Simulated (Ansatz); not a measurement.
# What a change of settings does: Br (bcc type)

First run: DFT, PBE, all-electron LAPW, scalar-relativistic (Ansatz 0.2.0).

Command: `ansatz run input.yaml --threads 1 --pin off --max-ram 2048MiB --backend cpu --events-out ev --progress --plain --runs-dir out` It took 10 s on 1 thread of Arm Neoverse V1 (shared host), peak memory 0.28 GiB.

```yaml
crystal:
  lattice:
    - [-1.38960605, 1.38960605, 1.38960605]
    - [1.38960605, -1.38960605, 1.38960605]
    - [1.38960605, 1.38960605, -1.38960605]
  atoms:
    - { symbol: Br, position: [0.0, 0.0, 0.0] }
kpoints:
  mp_grid: { grid: [16, 16, 16] }
  band_path:
    path:
      - [0.0, 0.0, 0.0]
      - [0.5, -0.5, 0.5]
      - [0.0, 0.0, 0.5]
      - [0.0, 0.0, 0.0]
      - [0.25, 0.25, 0.25]
      - [0.5, -0.5, 0.5]
      - [0.25, 0.25, 0.25]
      - [0.0, 0.0, 0.5]
    npoints: 8
scf:
  occupations: { method: fermi_dirac, width: 0.08 }
hamiltonian:
  xc: pbe
  pseudopotentials: { kind: all_electron, lapw: { basis_error: 0.001 } }
output:
  forces: true
  stress: true
  eigenvalues: true
  populations: true
  dos: { projected: true, de: 0.2, e_range: [-14, 8] }
```

The cell comes from a relaxation on PAW files under the same functional, begun from a prototype that needn't be the stable phase.

This run: volume at 0.4 of the series' base cell.

It converges in 5 SCF iterations at a pressure of 240.7 GPa.

The input is then changed:

```diff
   occupations: { method: fermi_dirac, width: 0.08 }
+  mixing: { preconditioner: resta }
+  convergence: { dr2_threshold: 1.0e-09 }
 hamiltonian:
   populations: true
-  dos: { projected: true, de: 0.2, e_range: [-14, 8] }
```

Question: Predict the outcome of the changed run.

Answer: It converges in 6 SCF iterations at a pressure of 240.7 GPa, free energy 0.0 meV/atom against the first run's.
